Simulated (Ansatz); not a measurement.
# Al: relaxed-ion elastic tensor

Theory: DFT PBE, scalar-relativistic, plane waves, PAW in Ansatz 0.2.0. Cutoff 420 eV, 18×18×6 k-points (Γ-centred), Fermi-Dirac smearing of 0.15 eV. No spin polarisation.

Equilibrium structure at this level:
```
Al
1.0
     2.85535    0.00000    0.00000
    -1.42767    2.47280    0.00000
     0.00000    0.00000    9.38996
Al
4
Direct
  0.00000 0.00000 0.50000
  0.66667 0.33333 0.75000
  0.00000 0.00000 0.00000
  0.33333 0.66667 0.25000
```

It comes from a database structure that was distorted and then relaxed. In a metal, frequencies and elastic constants depend on the k mesh and the smearing, soft modes and shear constants most. This form isn't the element's ground state: it lies 14 meV/atom above the standard structure at this level.

Question: Give the relaxed-ion elastic constants (GPa, Voigt order xx yy zz yz xz xy, on the Cartesian axes of the cell above).

Answer:
```
121.1  61.7  48.7   0.0   0.0   0.0
 61.7 121.1  48.7   0.0   0.0   0.0
 48.7  48.7 128.2   0.0   0.0   0.0
  0.0   0.0   0.0  23.1   0.0   0.0
  0.0   0.0   0.0   0.0  23.1   0.0
  0.0   0.0   0.0   0.0   0.0  29.7
```

Question: Is the crystal stable against homogeneous strain?

Answer: Yes: the least eigenvalue of the tensor is 23.1 GPa.

Question: And the moduli of a polycrystal (Hill averages)?

Answer: B = 76 GPa, G = 29 GPa, E = 76 GPa, ν = 0.33.
